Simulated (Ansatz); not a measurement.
An Ansatz input:

```yaml
crystal:
  lattice:
    - [1.7290008993, 0.9982391346, 2.228]
    - [-1.7290008993, 0.9982391346, 2.228]
    - [0.0, -1.9964782693, 2.228]
  atoms:
    - { symbol: Hg, position: [1.0, 0.0, 0.0] }
hamiltonian:
  xc: lda
  pseudopotentials:
    kind: paw
    azcp:
      Hg: "pseudopotentials/Hg.paw.azcp"
basis:
  ecutwfc: 420
  fft_grid_basis: typed
kpoints:
  mp_grid: { grid: [11, 11, 11], shift: [0, 0, 0] }
magnetization:
  spin_polarized: false
scf:
  occupations: { method: fermi_dirac, width: 0.1 }
relax:
  max_steps: 60
  f_tol: 0.01
  cell: {}
```

Output

```
Warning: the record states the generating functional pbe (its physics header spells it `PBE`), which answers neither for hamiltonian.xc's functional nor for the lda family's — results may be inconsistent (PPs are generated against a specific XC)
Engine: ansatz 0.2.0, x86_64-unknown-linux-gnu
Pseudopotentials: kind: paw
Pseudopotential: Hg, paw, valence charge 20, recommended cutoff 420 eV (normal) 
Functional definition: SPW92
  exchange = slater_x
  correlation = pw_c
Crystal: 1 atoms, lattice volume = 23.073 Å³
Basis set: ecut = 420 eV, 433 PW (Γ)
Bands: 14, of which v1, the nominal top of the filled ones, is band 10 counted from 1 (9 counted from 0)
Symmetry: 12 space group operations
Space group: R-3m (ITA 166), of the structure as read, at distance tolerance 2.8e-5 Å
k-points: 146 of 1331
Non-local potential: Hg, projectors of the file, l = 0: 3, l = 1: 2, l = 2: 2, l = 3: 1
PAW form: soft (Blöchl's): semilocal exchange-correlation on the pseudo side does not see the compensation charge
PAW frozen core: Hg, regenerated for the run's functional, and the local potential with it (the file was generated under x = pbe(κ = 0.804, μ = 0.2195149727645171), c = pbe(β = 0.06672455060314922))
PAW one-centre angular grid: Hg, 590 points (default); XC on 64 Gauss nodes
Initial density: superposition of atomic densities (neutral atoms: chi_scale 0, normalization atom), corrected by the library's trained network
Initial wavefunctions: pseudopotential atomic-orbital guess
Functional: x = slater, c = lda
SCF iter   1: F=—  HF=-13522.435863 eV  |F-HF|=—  |Δ(HF+E_count)|=         —  Δρ=5.41e-3  dr2=4.50e-3  ethr=1.77e-3  ⟨swp⟩=4.9  Hψ=10334  notcnv=0
SCF iter   2: F=—  HF=-13522.434895 eV  |F-HF|=—  |Δ(HF+E_count)|=   9.68e-4  Δρ=2.58e-3  dr2=7.76e-4  ethr=2.25e-5  ⟨swp⟩=2.3  Hψ=3936  notcnv=0
SCF iter   3: F=—  HF=-13522.434630 eV  |F-HF|=—  |Δ(HF+E_count)|=   2.64e-4  Δρ=3.93e-4  dr2=1.06e-5  ethr=3.88e-6  ⟨swp⟩=2.1  Hψ=2727  notcnv=0
SCF iter   4: F=—  HF=-13522.434632 eV  |F-HF|=—  |Δ(HF+E_count)|=   1.79e-6  Δρ=4.54e-5  dr2=4.21e-7  ethr=5.31e-8  ⟨swp⟩=2.4  Hψ=3278  notcnv=0
iter 5 did not close the SCF: its close was put off for the readings that it lacked (scf_convergence_deferred on its scf_iter line)
SCF iter   5: F=-13522.434632 eV  HF=-13522.434632 eV  |F-HF|=4.85e-9  |Δ(HF+E_count)|=   2.19e-8  Δρ=5.82e-6  dr2=7.23e-9  ethr=2.11e-9  ⟨swp⟩=2.2  Hψ=3027  notcnv=0
SCF iter   6: F=-13522.434632 eV  HF=-13522.434632 eV  |F-HF|=3.64e-11  |Δ(HF+E_count)|=   1.85e-9  Δρ=5.43e-7  dr2=6.24e-11  ethr=3.62e-11  ⟨swp⟩=1.9  Hψ=6614  notcnv=0
SCF 1 converged in 6 iterations: F = -13522.434632 eV  dr2 = 6.24e-11
relax step   1: F+E_penalty+E_count = -13522.43463230 eV  Δ(F+E_penalty+E_count) = +0.000e0 eV  max|allowed force component| = 0.000e0 eV/Å  Δτ_max = 0.0000 Å  P = -1.541 GPa  Ω = 23.073 Å³  (6 SCF iters, dr2 threshold 1.00e-7 eV, accepted)
...
SCF iter   3: F=-13522.439992 eV  HF=-13522.439992 eV  |F-HF|=1.22e-8  |Δ(HF+E_count)|=   6.79e-8  Δρ=2.78e-5  dr2=7.57e-8  ethr=5.00e-10  ⟨swp⟩=4.0  Hψ=6433  notcnv=0
SCF 5 converged in 3 iterations: F = -13522.439992 eV  dr2 = 7.57e-8
relax step   5: F+E_penalty+E_count = -13522.43999169 eV  Δ(F+E_penalty+E_count) = -6.384e-5 eV  max|allowed force component| = 0.000e0 eV/Å  Δτ_max = 0.0000 Å  P = -0.001 GPa  Ω = 22.691 Å³  energy of the carried Pulay correction = +9.276e-5 eV  (3 SCF iters, dr2 threshold 1.00e-7 eV, accepted)
Initial wavefunctions: pseudopotential atomic-orbital guess (no wavefunctions were taken with the density)
iter 1 solved again at ethr=4.89e-9 eV; its pass at ethr=3.10e-3 eV (dr2=9.79e-7 eV) is discarded
SCF iter   1: F=—  HF=-13522.439868 eV  |F-HF|=—  |Δ(HF+E_count)|=         —  Δρ=3.75e-4  dr2=8.34e-7  ethr=4.89e-9  ⟨swp⟩=3.3  Hψ=16187  notcnv=0
SCF iter   2: F=—  HF=-13522.439884 eV  |F-HF|=—  |Δ(HF+E_count)|=   1.60e-5  Δρ=1.87e-4  dr2=1.98e-7  ethr=4.17e-9  ⟨swp⟩=1.0  Hψ=2044  notcnv=0
SCF iter   3: F=—  HF=-13522.439889 eV  |F-HF|=—  |Δ(HF+E_count)|=   5.35e-6  Δρ=3.76e-6  dr2=5.47e-10  ethr=9.90e-10  ⟨swp⟩=1.0  Hψ=2044  notcnv=0
SCF iter   4: F=—  HF=-13522.439889 eV  |F-HF|=—  |Δ(HF+E_count)|=   1.86e-9  Δρ=1.16e-6  dr2=2.51e-10  ethr=2.74e-12  ⟨swp⟩=2.1  Hψ=3334  notcnv=0
SCF iter   5: F=-13522.439889 eV  HF=-13522.439889 eV  |F-HF|=0.00e0  |Δ(HF+E_count)|=  6.73e-11  Δρ=9.76e-8  dr2=7.00e-13  ethr=1.00e-12  ⟨swp⟩=3.6  Hψ=8704  notcnv=0
SCF 6 converged in 5 iterations: F = -13522.439889 eV  dr2 = 7.00e-13
relax step   6: F+E_penalty+E_count = -13522.43988947 eV  Δ(F+E_penalty+E_count) = +1.022e-4 eV  max|allowed force component| = 0.000e0 eV/Å  Δτ_max = 0.0000 Å  P = -0.000 GPa  Ω = 22.691 Å³  stress off target by 2.60e-2 GPa  SCF on the basis re-selected at this cell (its energy is not comparable with the rows above)  (5 SCF iters)
basis re-selected at this cell: Δ(F+E_penalty+E_count) = +1.022e-4 eV, ΔP = +0.001 GPa vs the last step (what re-selecting the basis moved, of the pressure what is left beyond the Pulay correction that the steps carried, after the strain that the cell walked since its last selection, with what the two solves' SCF thresholds leave and, on support functions, any second-order correction that the steps lacked; it is no measure of the basis error at this ecutwfc). This SCF's stress stands 2.60e-2 GPa from its target on what of the cell is left free (relax.cell.stress_tol is 5.00e-2 GPa) and its largest allowed force component is 0.00e0 eV/Å (relax.f_tol is 1.00e-2 eV/Å): within both
SCF converged after 5 iterations
Free energy (F): -13522.439889 eV
Harris-Foulkes:  -13522.439889 eV  (|F-HF|=0.00e0)
Internal energy: -13522.430695 eV  (E = F + TS)
E sigma→0 (E₀):  -13522.435292 eV
Entropy (-TS):   -0.009194 eV (-9.194 meV/atom)
Fermi energy:    15.247608 eV
--- Per-component energies (eV) ---
  E_band       = -381.918756
  E_kinetic    = 605.167533
  E_local      = -2477.119191  (includes V_loc(G=0)·N_el)
  E_nonlocal   = 79.924881
  E_hartree    = 1060.465412
  E_xc         = -219.578373
  E_vxc        = -262.800664  (∫ρ·V_xc dr)
  E_paw        = -9655.195309  (= ΣΔE_a)
  E_vpaw       = -448.023019  (= ΣTr[D̂ρ^β])
  E_aug_tail   = 0.000857  (compensation charges beyond the density's cutoff)
  E_ewald      = -2916.672598
  E_core_change = 0.576093  (= ΣΔE_core)
  E_smearing   = -0.009194  (= −TS)
  E_closure    = -0.000000  (closes the sum)
  Σ components = -13522.439889   (vs F -13522.439889, Δ=0.00e0)
--- Forces (eV/Å), atoms counted from 1 ---
  atom   1  Hg     0.00000000     0.00000000     0.00000000
  max |Σ_I F_I| component: 8.41e-30 eV/Å
--- Stress (GPa, compression-positive) ---
        0.012926       0.000000      -0.000000
        0.000000       0.012926       0.000000
       -0.000000       0.000000      -0.026047
  P = ⅓ Tr σ = -0.0001 GPa (-0.001 kbar)
--- Relaxed structure (5 steps of the walk, 5 accepted, 1 SCFs on fresh bases) ---
  F+E_penalty+E_count = -13522.43988947 eV   max|allowed force component| = 0.000e0 eV/Å   (the final SCF, on the basis selected at the relaxed cell)
  cell:  # Å, volume = 22.6908 Å³
    - [1.7463233831244835, 1.008240275322991, 2.147881068787278]
    - [-1.7463233831244835, 1.008240275322991, 2.147881068787278]
    - [-2.138921779245827e-18, -2.016480550694184, 2.1478810687646517]
  atoms:
    - { symbol: Hg, position: [1.0, 5.551115123125783e-17, 0.0] }
```
